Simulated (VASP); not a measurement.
## Nb: changing the functional

```cif
data_structure
_symmetry_space_group_name_H-M 'Im-3m'
_symmetry_Int_Tables_number 229
_cell_length_a 3.3279
_cell_length_b 3.3279
_cell_length_c 3.3279
_cell_angle_alpha 90.000
_cell_angle_beta 90.000
_cell_angle_gamma 90.000
_cell_volume 36.86
loop_
_atom_site_label
_atom_site_type_symbol
_atom_site_symmetry_multiplicity
_atom_site_Wyckoff_symbol
_atom_site_fract_x
_atom_site_fract_y
_atom_site_fract_z
_atom_site_occupancy
Nb1 Nb 2 a 0.00000 0.00000 0.00000 1
```

Kept alike: task band structure; k mesh 11 × 11 × 11; occupations fermi-dirac, width 0.05 eV; no spin polarisation. Program: VASP, PBE PAW files Nb_sv, 520 eV. The mesh is that of the run's cell of 1 atom. No spin-orbit coupling.

| functional | pressure (GPa) |
| --- | --- |
| SCAN | -4.77 |
| TPSS | -4.40 |
| r2SCAN | -3.59 |

Pressure is positive in compression; the values hold the error of the finite cutoff, so their zero can differ a little from the energy's minimum. For a metal such a mesh leaves the last digits unconverged. Runs of this series that gave no sound value for these columns are left out. All rows use potentials made for PBE.

Question: What does the functional change here?

Answer: The pressure runs from -4.77 (SCAN) to -3.59 GPa (r2SCAN). A positive pressure means that the functional's own cell is larger than the one given, a negative one that it is smaller.

All three meta-GGAs put the bcc cell under tension, so each favours a shorter Nb-Nb distance than the one imposed. The pull is strongest with SCAN and weakest with r2SCAN, with TPSS closer to SCAN. This direction is sensible, since the given lattice parameter of 3.3279 Å lies somewhat above the measured value for niobium.

The size of the pressures reflects the stiffness of the metal. Niobium's partly filled d band has mainly bonding states occupied, which gives strong cohesion and a large bulk modulus, so even a slight stretch produces a stress of several GPa. The tensions therefore correspond to only a small contraction of the lattice, and the spread between functionals to a smaller difference still. That spread probably reflects how each functional uses the kinetic-energy density to weigh exchange and correlation in the regions where semicore and valence density overlap. Pressure at a single volume does not show whether the functionals also differ in the stiffness they predict.
